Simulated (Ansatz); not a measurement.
# Pb (Fm-3m) in Ansatz: further runs

Runs on Pb. Level: PBEsol. Tasks: single point, equation of state.

All numbers are computed with Ansatz 0.2.0; they aren't measurements. Logs are shortened: lines on timing, memory, paths and dates and some standing lists are left out, and cuts for length are marked.

### 1 Starting point

It takes space group Fm-3m (No. 225, cubic). Conventional cell: a = 4.950 Å, b = 4.950 Å, c = 4.950 Å, α = 90.00°, β = 90.00°, γ = 90.00°. Pb (site symmetry m-3m) has 12 Pb at 3.50 Å as nearest neighbours.

### 2 Single point, PBEsol, 28.50 Å³/atom (volume scaled by 0.94)

input.yaml

```yaml
crystal:
  lattice:
    - [0.0, 2.4244952108, 2.4244952108]
    - [2.4244952108, 0.0, 2.4244952108]
    - [2.4244952108, 2.4244952108, 0.0]
  atoms:
    - { symbol: Pb, position: [0.0, 0.0, 0.0] }
hamiltonian:
  xc: pbesol
  pseudopotentials: { kind: paw }
kpoints:
  mp_grid: { grid: [9, 9, 9] }
scf:
  occupations: { method: fermi_dirac, width: 0.05 }
output:
  forces: true
  stress: true
  eigenvalues: true
  write_density: true
  write_potential: true
  elf: true
  volumetric_format: npy
```

Potentials or basis: Ansatz PAW.

Started as:

```bash
ansatz run input.yaml --threads 2 --pin off --max-ram 5120MiB --backend cpu --events-out ev --progress --plain --runs-dir out
```

Output:

```text
Warning: RAYON_NUM_THREADS=2 ignored (pool sized by the plan → 2); use --threads N
Engine: ansatz 0.2.0, aarch64-unknown-linux-gnu
Pseudopotentials: kind: paw
Pseudopotential: Pb, paw, valence charge 14, recommended cutoff 420 eV (normal), Pb.paw.azcp
Functional definition: PBEsol
  exchange = pbesol_x
  correlation = pbesol_c
Crystal: 1 atoms, lattice volume = 28.503 Å³
Basis set: ecut = 420 eV, 537 PW (Γ), exchange–correlation on 48×48×48 points (8 copies of the dense FFT grid, shifted against one another)
Bands: 11, of which v1, the nominal top of the filled ones, is band 7 counted from 1 (6 counted from 0)
Symmetry: 48 space group operations
Space group: Fm-3m (ITA 225), of the structure as read, at distance tolerance 3.1e-5 Å
k-points: 35 of 729
Non-local potential: Pb, projectors of the file, l = 0: 2, l = 1: 2, l = 2: 2, l = 3: 2
PAW form: soft (Blöchl's): semilocal exchange-correlation on the pseudo side does not see the compensation charge
PAW frozen core: Pb, regenerated for the run's functional, and the local potential with it (the file was generated under x = pbe(κ = 0.804, μ = 0.2195149727645171), c = pbe(β = 0.06672455060314922))
PAW one-centre angular grid: Pb, 590 points (default); XC on 64 Gauss nodes
Initial density: superposition of atomic densities (neutral atoms: chi_scale 0, normalization atom), corrected by the library's trained network
Initial wavefunctions: pseudopotential atomic-orbital guess
Functional: x = pbesol(κ = 0.804, μ = 0.12345679012345678), c = pbesol(β = 0.046)
SCF iter   1: F=—  HF=-11754.952403 eV  |F-HF|=—  |Δ(HF+E_count)|=         —  Δρ=2.23e-3  dr2=9.83e-4  ethr=1.77e-3  ⟨swp⟩=5.9  Hψ=2582  notcnv=0
preconditioner: auto → none  [insulator: Δε(μ)=0.314 eV  Ē_g=20.159 eV  σ=0.050 eV  W_gap=0.52  n_scr=8 (ndim 8)  ℏωp=26.0 eV  f_vac=0.000  D(μ)=0.41/eV (n_scr^D=0)  ε∞_Penn≈2.7]
SCF iter   2: F=—  HF=-11754.951592 eV  |F-HF|=—  |Δ(HF+E_count)|=   8.12e-4  Δρ=6.72e-4  dr2=7.19e-5  ethr=7.02e-6  ⟨swp⟩=2.7  Hψ=939  notcnv=0  defer=3
SCF iter   3: F=—  HF=-11754.951583 eV  |F-HF|=—  |Δ(HF+E_count)|=   8.81e-6  Δρ=7.70e-5  dr2=1.63e-6  ethr=5.13e-7  ⟨swp⟩=2.1  Hψ=595  notcnv=0  defer=3
SCF iter   4: F=—  HF=-11754.951584 eV  |F-HF|=—  |Δ(HF+E_count)|=   1.10e-6  Δρ=9.76e-5  dr2=2.42e-6  ethr=1.16e-8  ⟨swp⟩=2.0  Hψ=617  notcnv=0  defer=3
iter 5 did not close the SCF: its close was put off for the readings that it lacked (scf_convergence_deferred on its scf_iter line)
SCF iter   5: F=-11754.951583 eV  HF=-11754.951583 eV  |F-HF|=4.37e-8  |Δ(HF+E_count)|=   1.33e-6  Δρ=1.17e-5  dr2=3.46e-8  ethr=1.16e-8  ⟨swp⟩=2.0  Hψ=610  notcnv=0  defer=3
SCF iter   6: F=-11754.951583 eV  HF=-11754.951583 eV  |F-HF|=8.33e-10  |Δ(HF+E_count)|=   2.16e-8  Δρ=1.67e-6  dr2=6.47e-10  ethr=2.47e-10  ⟨swp⟩=7.1  Hψ=2414  notcnv=0
SCF 1 converged in 6 iterations: F = -11754.951583 eV  dr2 = 6.47e-10
SCF converged after 6 iterations
Free energy (F): -11754.951583 eV
Harris-Foulkes:  -11754.951583 eV  (|F-HF|=8.33e-10)
Internal energy: -11754.948254 eV  (E = F + TS)
E sigma→0 (E₀):  -11754.949918 eV
Entropy (-TS):   -0.003328 eV (-3.328 meV/atom)
Fermi energy:    11.543048 eV
--- Per-component energies (eV) ---
  E_band       = -26.142818
  E_kinetic    = 290.101630
  E_local      = -975.469047  (includes V_loc(G=0)·N_el)
  E_nonlocal   = 351.659890
  E_hartree    = 388.251164
  E_xc         = -219.590484
  E_vxc        = -133.509913  (∫ρ·V_xc dr)
  E_paw        = -10255.665600  (= ΣΔE_a)
  E_vpaw       = -335.428737  (= ΣTr[D̂ρ^β])
  E_aug_tail   = 0.000045  (compensation charges beyond the density's cutoff)
  E_ewald      = -1334.297968
  E_core_change = 0.062117  (= ΣΔE_core)
  E_smearing   = -0.003328  (= −TS)
  E_closure    = 0.000000  (closes the sum)
  Σ components = -11754.951583   (vs F -11754.951583, Δ=0.00e0)
--- Forces (eV/Å), atoms counted from 1 ---
  atom   1  Pb    -0.00000000     0.00000000     0.00000000
  max |Σ_I F_I| component: 1.52e-31 eV/Å
--- Stress (GPa, compression-positive) ---
        2.738742      -0.000000       0.000000
       -0.000000       2.738742       0.000000
        0.000000       0.000000       2.738742
  P = ⅓ Tr σ = 2.7387 GPa (27.387 kbar)
--- Band table (eV; the first three rows and the last of 35) ---
  k-point 0: bands = ["-5.3264", "-5.3264", "-5.3264", "-5.1548", "-5.1548", "-0.4680", "19.6402", "19.6402", "19.6402", "21.5018", "23.8414"]
  k-point 1: bands = ["-5.3280", "-5.3066", "-5.3066", "-5.1552", "-5.1552", "-0.2139", "17.1263", "19.3391", "19.3391", "21.2158", "24.6361"]
  k-point 2: bands = ["-5.3375", "-5.2829", "-5.2829", "-5.1287", "-5.1287", "0.5509", "13.4567", "18.6962", "18.6962", "20.9714", "23.8613"]
  k-point 34: bands = ["-5.3227", "-5.3053", "-5.2071", "-5.0934", "-4.9663", "4.9916", "9.7733", "10.7573", "12.4833", "22.4409", "23.4152"]
```

rho_z.tsv:

```text
# z_ang	rho[e/angstrom^3]
# format = ansatz-planar-average/11
# lattice	0.000000000	2.424495211	2.424495211
# lattice	2.424495211	0.000000000	2.424495211
# lattice	2.424495211	2.424495211	0.000000000
# sites	1
# site	82	0.000000000	0.000000000	0.000000000
0.000000	1.129590e0
0.142865	1.087419e0
0.285730	9.730969e-1
0.428594	8.158044e-1
0.571459	6.471594e-1
0.714324	4.915722e-1
[... 16 lines left out ...]
3.143025	9.730969e-1
3.285889	1.087419e0
```

v_z.tsv:

```text
# z_ang	v_es[eV]	v_tot[eV]
# format = ansatz-planar-average/11
# xc	pbesol
# density_cutoff_ev	1680
# datasets	Pb=:simpson_from_first_knot:soft:shift=-1150160
# lattice	0.000000000	2.424495211	2.424495211
# lattice	2.424495211	0.000000000	2.424495211
# lattice	2.424495211	2.424495211	0.000000000
# sites	1
# site	82	0.000000000	0.000000000	0.000000000
0.000000	-6.971955e-1	-1.408349e1
0.142865	-5.975985e-1	-1.388509e1
0.285730	-2.626188e-1	-1.325377e1
0.428594	4.018050e-1	-1.210501e1
0.571459	1.509981e0	-1.035927e1
0.714324	3.142272e0	-7.998730e0
[... 16 lines left out ...]
3.143025	-2.626188e-1	-1.325377e1
3.285889	-5.975985e-1	-1.388509e1
```

Run time: 0.59 s. Hardware: 2 threads of Arm Neoverse V2, shared host; peak memory 0.27 GiB.

Results:

```yaml
Free_energy: -11754.9516 eV
Pressure: 2.7 GPa
Band_gap_on_the_k_mesh: none (metal or under the smearing width)
```

Caveat: the PAW data sets come from PBE, with cores solved anew for the run's functional, which leaves a small shift of forces and pressure.

### 3 Single point, PBEsol, 29.11 Å³/atom (volume scaled by 0.96)

input.yaml, as its differences from that of step 2:

```diff
@@ -2,5 +2,5 @@
   lattice:
-    - [0.0, 2.4244952108, 2.4244952108]
-    - [2.4244952108, 0.0, 2.4244952108]
-    - [2.4244952108, 2.4244952108, 0.0]
+    - [0.0, 2.4415696833, 2.4415696833]
+    - [2.4415696833, 0.0, 2.4415696833]
+    - [2.4415696833, 2.4415696833, 0.0]
   atoms:
```

Potentials or basis: Ansatz PAW.

Started as:

```bash
ansatz run input.yaml --threads 2 --pin off --max-ram 5120MiB --backend cpu --events-out ev --progress --plain --runs-dir out
```

Wall time 0.6 s (2 threads of Arm Neoverse V2, shared host); peak memory 0.27 GiB.

It converged, with:

- Free energy: -11754.9595 eV
- Pressure: 1.5 GPa
- Band gap on the k mesh: none (metal or under the smearing width)

Caveat: the PAW data sets come from PBE, with cores solved anew for the run's functional, which leaves a small shift of forces and pressure.

### 4 Single point, PBEsol, 29.72 Å³/atom (volume scaled by 0.98)

input.yaml, as its differences from that of step 3:

```diff
@@ -2,5 +2,5 @@
   lattice:
-    - [0.0, 2.4415696833, 2.4415696833]
-    - [2.4415696833, 0.0, 2.4415696833]
-    - [2.4415696833, 2.4415696833, 0.0]
+    - [0.0, 2.458408627, 2.458408627]
+    - [2.458408627, 0.0, 2.458408627]
+    - [2.458408627, 2.458408627, 0.0]
   atoms:
```

Started as:

```bash
ansatz run input.yaml --threads 2 --pin off --max-ram 5120MiB --backend cpu --events-out ev --progress --plain --runs-dir out
```

Run time: 0.61 s. Hardware: 2 threads of Arm Neoverse V2, shared host; peak memory 0.27 GiB.

Results (log left out):

| Item | Value |
| --- | --- |
| Free energy | -11754.9630 eV |
| Pressure | 0.4 GPa |
| Band gap on the k mesh | none (metal or under the smearing width) |

Caveat: the PAW data sets come from PBE, with cores solved anew for the run's functional, which leaves a small shift of forces and pressure.

### 5 Single point, PBEsol, 30.32 Å³/atom

input.yaml, as its differences from that of step 4:

```diff
@@ -2,5 +2,5 @@
   lattice:
-    - [0.0, 2.458408627, 2.458408627]
-    - [2.458408627, 0.0, 2.458408627]
-    - [2.458408627, 2.458408627, 0.0]
+    - [0.0, 2.47502, 2.47502]
+    - [2.47502, 0.0, 2.47502]
+    - [2.47502, 2.47502, 0.0]
   atoms:
```

Started as:

```bash
ansatz run input.yaml --threads 2 --pin off --max-ram 5120MiB --backend cpu --events-out ev --progress --plain --runs-dir out
```

Wall time 0.61 s (2 threads of Arm Neoverse V2, shared host); peak memory 0.27 GiB.

Results (log left out):

```
Free energy            : -11754.9625 eV
Pressure               : -0.6 GPa
Band gap on the k mesh : none (metal or under the smearing width)
```

Caveat: the PAW data sets come from PBE, with cores solved anew for the run's functional, which leaves a small shift of forces and pressure.

### 6 Single point, PBEsol, 30.93 Å³/atom (volume scaled by 1.02)

input.yaml

```yaml
crystal:
  lattice:
    - [0.0, 2.4914113386, 2.4914113386]
    - [2.4914113386, 0.0, 2.4914113386]
    - [2.4914113386, 2.4914113386, 0.0]
  atoms:
    - { symbol: Pb, position: [0.0, 0.0, 0.0] }
hamiltonian:
  xc: pbesol
  pseudopotentials: { kind: paw }
kpoints:
  mp_grid: { grid: [9, 9, 9] }
scf:
  occupations: { method: fermi_dirac, width: 0.05 }
output:
  forces: true
  stress: true
  eigenvalues: true
```

Potentials or basis: Ansatz PAW.

Started as:

```bash
ansatz run input.yaml --threads 2 --pin off --max-ram 5120MiB --backend cpu --events-out ev --progress --plain --runs-dir out
```

It took 0.49 s on 2 threads of Arm Neoverse V2, shared host; peak memory 0.27 GiB.

It converged, with:

* Free energy: -11754.9585 eV
* Pressure: -1.5 GPa
* Band gap on the k mesh: none (metal or under the smearing width)

Caveat: the PAW data sets come from PBE, with cores solved anew for the run's functional, which leaves a small shift of forces and pressure.

### 7 Single point, PBEsol, 31.54 Å³/atom (volume scaled by 1.04)

input.yaml, as its differences from that of step 6:

```diff
@@ -2,5 +2,5 @@
   lattice:
-    - [0.0, 2.4914113386, 2.4914113386]
-    - [2.4914113386, 0.0, 2.4914113386]
-    - [2.4914113386, 2.4914113386, 0.0]
+    - [0.0, 2.5075897876, 2.5075897876]
+    - [2.5075897876, 0.0, 2.5075897876]
+    - [2.5075897876, 2.5075897876, 0.0]
   atoms:
```

Started as:

```bash
ansatz run input.yaml --threads 2 --pin off --max-ram 5120MiB --backend cpu --events-out ev --progress --plain --runs-dir out
```

Wall time 0.49 s (2 threads of Arm Neoverse V2, shared host); peak memory 0.27 GiB.

Results (log left out):

* Free energy: -11754.9515 eV
* Pressure: -2.2 GPa
* Band gap on the k mesh: none (metal or under the smearing width)

Caveat: the PAW data sets come from PBE, with cores solved anew for the run's functional, which leaves a small shift of forces and pressure.

### 8 Single point, PBEsol, 32.14 Å³/atom (volume scaled by 1.06)

input.yaml, as its differences from that of step 7:

```diff
@@ -2,5 +2,5 @@
   lattice:
-    - [0.0, 2.5075897876, 2.5075897876]
-    - [2.5075897876, 0.0, 2.5075897876]
-    - [2.5075897876, 2.5075897876, 0.0]
+    - [0.0, 2.5235621278, 2.5235621278]
+    - [2.5235621278, 0.0, 2.5235621278]
+    - [2.5235621278, 2.5235621278, 0.0]
   atoms:
```

Started as:

```bash
ansatz run input.yaml --threads 2 --pin off --max-ram 5120MiB --backend cpu --events-out ev --progress --plain --runs-dir out
```

It took 0.49 s on 2 threads of Arm Neoverse V2, shared host; peak memory 0.27 GiB.

The run converged. Its results:

| Item | Value |
| --- | --- |
| Free energy | -11754.9418 eV |
| Pressure | -2.9 GPa |
| Band gap on the k mesh | none (metal or under the smearing width) |

Caveat: the PAW data sets come from PBE, with cores solved anew for the run's functional, which leaves a small shift of forces and pressure.

### 9 Equation of state, PBEsol

Potentials or basis: Ansatz PAW.

No new run: the results of the series are fitted here.

What came out:

* Equilibrium volume: 29.94 Å³/atom
* Bulk modulus: 49 GPa
* Pressure derivative of the bulk modulus: 5.4

Energy against volume, from the lowest point:
```tsv
volume (Å³/atom)	energy (meV/atom)
28.503	11.42
29.110	3.48
29.716	0.00
30.323	0.50
30.929	4.49
31.535	11.53
32.142	21.24
```

### 10 Against experiment

Step 9. The cell as given is a measured one (30.32 Å³/atom); PBEsol puts the equilibrium volume -1.3 % from it, thermal expansion not counted.
